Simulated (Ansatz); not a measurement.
# ZnAu (Pm-3m): displacement scan with seeded SCF runs

A script is to give a displacement scan with seeded SCF runs; the system is ZnAu (Pm-3m).

Computed with Ansatz 0.2.0, driven from Python. Level of theory: DFT LDA, plane waves, PAW.

### Step 1. The system

It takes space group Pm-3m (No. 221, cubic). The conventional cell has a = 3.147 Å, b = 3.147 Å, c = 3.147 Å, α = 90.00°, β = 90.00°, γ = 90.00°. Around Zn (site symmetry m-3m) lie 8 Au at 2.73 Å. Around Au (site symmetry m-3m) lie 8 Zn at 2.73 Å.

znau.xyz, read by the script:

```xyz
2
Lattice="3.147 0.0 0.0 0.0 3.147 0.0 0.0 0.0 3.147" Properties=species:S:1:pos:R:3 pbc="T T T"
Zn    1.57350000    1.57350000    1.57350000
Au    0.00000000    0.00000000    0.00000000
```

### Step 2. The code

Input file walk_znau.py:

```python
# -*- coding: utf-8 -*-
from dataclasses import dataclass

import ansatz
import numpy as np


@dataclass
class Settings:
    kgrid: tuple[int, ...] = (5, 5, 5)
    filling: str = 'fermi_dirac'
    width_ev: float = 0.15


settings = Settings()


def main():
    znau = ansatz.Crystal.from_extxyz('znau.xyz')

    start = np.array(znau.resolved().sites[1].position)
    previous, rows = None, []
    for step in range(5):
        target = start + step * 0.015 * np.eye(3)[0]
        base = (
            znau.move(1, to=target).calculation()
            .functional(ansatz.Functional.LDA)
            .basis(17 * ansatz.Ha)
            .kpoints(*settings.kgrid)
            .occupations(settings.filling, width=settings.width_ev)
            .forces()
        )
        session = base.session()
        if previous is not None:
            session.seed_next_step(previous)
        previous = session.plan(retain='wavefunctions').execute()
        report = previous.report
        shift = float(np.linalg.norm((target - start) @ np.array(report['lattice']['cell_ang'])))
        rows.append((step, shift, report['lagrangian_ev'], float(np.linalg.norm(report['forces_ev_ang'][1])), report['n_iterations'], report['n_symmetry_ops']))
    rows = [(row[0], row[1], 1000 * (row[2] - rows[0][2]), *row[3:]) for row in rows]
    for row in rows:
        print('; '.join(f'{name} = {round(v, 4) if isinstance(v, float) else v}' for name, v in zip(['step', 'moved A', 'dE meV', 'force on it eV/A', 'iterations', 'symmetry operations'], row)))


if __name__ == '__main__':
    main()
```

### Step 3. The calls as engine input

The package turns the script's settings into the engine's input (first run):

```yaml
crystal:
  lattice:
    - [3.147, 0.0, 0.0]
    - [0.0, 3.147, 0.0]
    - [0.0, 0.0, 3.147]
  atoms:
    - { symbol: Zn, position: [0.5, 0.5, 0.5] }
    - { symbol: Au, position: [0.0, 0.0, 0.0] }
basis:
  ecutwfc: 462.593566181796
kpoints:
  mp_grid:
    grid: [5, 5, 5]
hamiltonian:
  xc: lda
scf:
  occupations:
    method: fermi_dirac
    width: 0.15
output:
  forces: true
```

### Step 4. The run

Command:

```
> python walk_znau.py
```

Standard output:

```text
step = 0; moved A = 0.0; dE meV = 0.0; force on it eV/A = 0.0; iterations = 7; symmetry operations = 48
step = 1; moved A = 0.0472; dE meV = 3.1902; force on it eV/A = 0.1353; iterations = 6; symmetry operations = 8
step = 2; moved A = 0.0944; dE meV = 12.772; force on it eV/A = 0.2709; iterations = 7; symmetry operations = 8
step = 3; moved A = 0.1416; dE meV = 28.7773; force on it eV/A = 0.4074; iterations = 7; symmetry operations = 8
step = 4; moved A = 0.1888; dE meV = 51.2532; force on it eV/A = 0.5451; iterations = 7; symmetry operations = 8
```

Run time: 5.2 s. Hardware: 1 thread of Intel Xeon 6975P-C (Granite Rapids), shared host; peak memory 0.38 GiB.

### Step 5. Inputs of later runs

The engine's inputs for some of the other runs:

Run 2, against run 1:

```diff
@@ -8 +8 @@
-    - { symbol: Au, position: [0.0, 0.0, 0.0] }
+    - { symbol: Au, position: [0.015, 0.0, 0.0] }
```

Run 3, against run 1:

```diff
@@ -8 +8 @@
-    - { symbol: Au, position: [0.0, 0.0, 0.0] }
+    - { symbol: Au, position: [0.03, 0.0, 0.0] }
```

Run 5, against run 1:

```diff
@@ -8 +8 @@
-    - { symbol: Au, position: [0.0, 0.0, 0.0] }
+    - { symbol: Au, position: [0.06, 0.0, 0.0] }
```

Lines on the test bed's own set-up are left out of the output.

A comment line of the script is reworded here; the code is as run.

### Step 6. Run by run

The 5 runs, in the order started:

```
run  shift of atom 2 from run 1 (Å)  energy from run 1 (meV/atom)  SCF cycles  CPU time (s)
  1                           0.000                          0.00           7           0.5
  2                           0.047                          1.60           6          0.92
  3                           0.094                          6.39           7          0.89
  4                           0.142                         14.39           7          0.83
  5                           0.189                         25.63           7          0.84
```

Energies are free energies F = E - TS of the smeared occupations. 

### Step 7. What came out

| quantity | value |
| --- | --- |
| runs compared | 5 |
| range of energy | 25.63 meV/atom |
| lowest point, shift of atom 2 from run 1 (Å) | 0.000 |

In words: The lowest point is at the first value of the scan; the highest lies 25.6 meV/atom above it. What to keep in mind:
- For a metal this k-point mesh is coarse: on a finer one energies can move by several to tens of meV an atom and pressures by half a GPa or more, differences at one mesh by less.
- A Fermi-Dirac width this large means warm electrons, whose thermal share enters the free energy.
- Spin-orbit coupling, which matters for elements this heavy, is left out.
- The first step keeps the crystal's symmetry; the moved atom lowers it.
